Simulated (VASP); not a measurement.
Wanted: the native input for a VASP 6.6.1 run.

```yaml
Task: relaxation of cell and atoms
Functional: PBE
Potentials_or_basis: VASP PAW PBE potentials, release 64 (Ga_d, Sb)
Cutoff: 600 eV
k_mesh: 12 × 12 × 12
Occupations: gaussian, width 0.1 eV
Spin: no spin polarisation
Further_INCAR_settings: ALGO = Normal; EDIFF = 1e-07; IBRION = 2; EDIFFG = -0.005; NSW = 90; ISIF = 3
```

The structure of GaSb lies in POSCAR:

```
GaSb
1.0
    0.0000000000      3.0686043200      3.0686043200
    3.0686043200      0.0000000000      3.0686043200
    3.0686043200      3.0686043200      0.0000000000
Ga Sb
1 1
Direct
    0.0000000000      0.0000000000      0.0000000000
    0.2500000000      0.2500000000      0.2500000000
```

The cell is a database's computed one.

One way to write it, as run:

INCAR

```
ALGO = Normal
EDIFF = 1E-7
EDIFFG = -0.005
ENCUT = 600
GGA = PE
IBRION = 2
ISIF = 3
ISMEAR = 0
LASPH = True
LCHARG = False
LREAL = False
LWAVE = False
NELM = 80
NSW = 90
PREC = Accurate
SIGMA = 0.1
```

KPOINTS

```
k-points
0
Gamma
  12 12 12
```

Potentials or basis: VASP PAW PBE potentials, release 64 (Ga_d, Sb).

Command:

```sh
$ cat potpaw_PBE.64/Ga_d/POTCAR potpaw_PBE.64/Sb/POTCAR > POTCAR
$ mpirun -np 1 vasp_std > vasp.out
```

It gave:

| Property | Result |
| --- | --- |
| Relaxed volume | 30.02 Å³/atom |
| Relaxed cell | a = 4.396 Å, b = 4.396 Å, c = 4.396 Å, α = 60.00°, β = 60.00°, γ = 60.00° |
| Space group after relaxing (to 0.05 Å) | F-43m (No. 216) |
| Energy gained by relaxing | 6.4 meV/atom |
| Ionic steps | 3 |
| Pressure after relaxing | 0.0 GPa |
| Band gap on the k mesh | none (metal or under the smearing width) |

Caveat: this crystal is a semiconductor, whose small gap the functional closes, so the metal is an error of the method.

Wall time 2.3 min on 1 thread of Intel(R) Xeon(R) Platinum 8488C (Sapphire Rapids), on a shared host, peak memory 0.26 GiB.
